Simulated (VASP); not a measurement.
Wanted: the native input for a VASP 6.6.1 run.

```yaml
Task: relaxation of cell and atoms
Functional: r2SCAN
Potentials_or_basis: VASP PAW PBE potentials, release 64 (Si, C)
Cutoff: 600 eV
k_mesh: 8 × 8 × 8
Occupations: fermi-dirac, width 0.02 eV
Spin: no spin polarisation
Dipole_correction: no
Further_INCAR_settings: ALGO = Normal; EDIFF = 1e-07; IBRION = 2; EDIFFG = -0.005; NSW = 80; ISIF = 3
```

The system is SiC.

```xyz
2
Lattice="2.6444 0.0000 0.0000 0.0000 2.6444 0.0000 0.0000 0.0000 2.6444" Properties=species:S:1:pos:R:3 pbc="T T T"
Si    0.0000    0.0000    0.0000
C     1.3222    1.3222    1.3222
```

The cell was built by a generator and needn't be a form met in nature.

One way to write it, as run:

POSCAR

```
SiC
1.0
    2.6443621010      0.0000000000      0.0000000000
    0.0000000000      2.6443621010      0.0000000000
    0.0000000000      0.0000000000      2.6443621010
Si C
1 1
Direct
    0.0000000000      0.0000000000      0.0000000000
    0.5000000000      0.5000000000      0.5000000000
```

INCAR.step1

```
SYSTEM = SiC
ALGO = Normal
EDIFF = 1E-4
ENCUT = 600
GGA = PE
ISMEAR = -1
LASPH = .True.
LCHARG = .False.
LREAL = .False.
LWAVE = .True.
NELM = 60
PREC = Accurate
SIGMA = 0.02
```

INCAR.step2

```
SYSTEM = SiC
ALGO = Normal
EDIFF = 1E-7
EDIFFG = -0.005
ENCUT = 600
IBRION = 2
ISIF = 3
ISMEAR = -1
ISTART = 1
LASPH = .True.
LCHARG = .False.
LMIXTAU = .True.
LREAL = .False.
LWAVE = .False.
METAGGA = R2SCAN
NELM = 60
NSW = 80
PREC = Accurate
SIGMA = 0.02
```

KPOINTS

```
k-points
0
Gamma
  8 8 8
  0 0 0
```

Potentials or basis: VASP PAW PBE potentials, release 64 (Si, C).

The run is started by

```bash
$ cat potpaw_PBE.64/Si/POTCAR potpaw_PBE.64/C/POTCAR > POTCAR
$ cp INCAR.step1 INCAR
$ mpirun -np 1 vasp_std > vasp.out
$ cp INCAR.step2 INCAR
$ mpirun -np 1 vasp_std > vasp.out
```

Results of the run:

```json
{
  "Relaxed volume": "9.00 Å³/atom",
  "Relaxed cell": "a = 2.621 Å, b = 2.621 Å, c = 2.621 Å, α = 90.00°, β = 90.00°, γ = 90.00°",
  "Space group after relaxing (to 0.05 Å)": "Pm-3m (No. 221)",
  "Energy gained by relaxing": "3.8 meV/atom",
  "Ionic steps": "3",
  "Pressure after relaxing": "0.0 GPa",
  "Band gap on the k mesh": "none (metal or under the smearing width)"
}
```

Caveat: the PAW data sets were made with another functional, which shifts forces and pressure a little.

It took 29 s on 1 thread of Intel(R) Xeon(R) Platinum 8488C (Sapphire Rapids), on a shared host, peak memory 0.14 GiB.
